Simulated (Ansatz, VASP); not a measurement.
# TiB2 in VASP and in Ansatz

```xyz
3
Lattice="3.0176 0.0000 0.0000 -1.5088 2.6133 0.0000 0.0000 0.0000 3.1848" Properties=species:S:1:pos:R:3 pbc="T T T"
Ti    0.0000    0.0000    0.0000
B     0.0000    1.7422    1.5924
B     1.5088    0.8711    1.5924
```

Alike in both runs: task relaxation of cell and atoms; functional PBEsol; k mesh 15 × 15 × 14; occupations fermi-dirac, width 0.15 eV; no spin polarisation.

```csv
,VASP,Ansatz
version,VASP 6.6.1,Ansatz 0.2.0
potentials or method,"VASP PAW PBE potentials, release 64 (Ti_sv, B)","scalar-relativistic, plane waves, PAW"
plane-wave cutoff (eV),600,420
valence electrons in the cell,18,18
```

```tsv
	VASP	Ansatz	Ansatz less VASP
gap on the k mesh at the Fermi level, each at its own relaxed structure (eV)	none	none	-
relaxed volume (Å³/atom)	8.38	8.37	-0.010
relaxed cell length with the largest relative difference (Å)	3.019	3.018	-0.0013
```

A gap of «none» marks a metal or a gap that the smearing closes.

Caveats: the PAW data sets were made with another functional, which shifts forces and pressure a little (VASP).
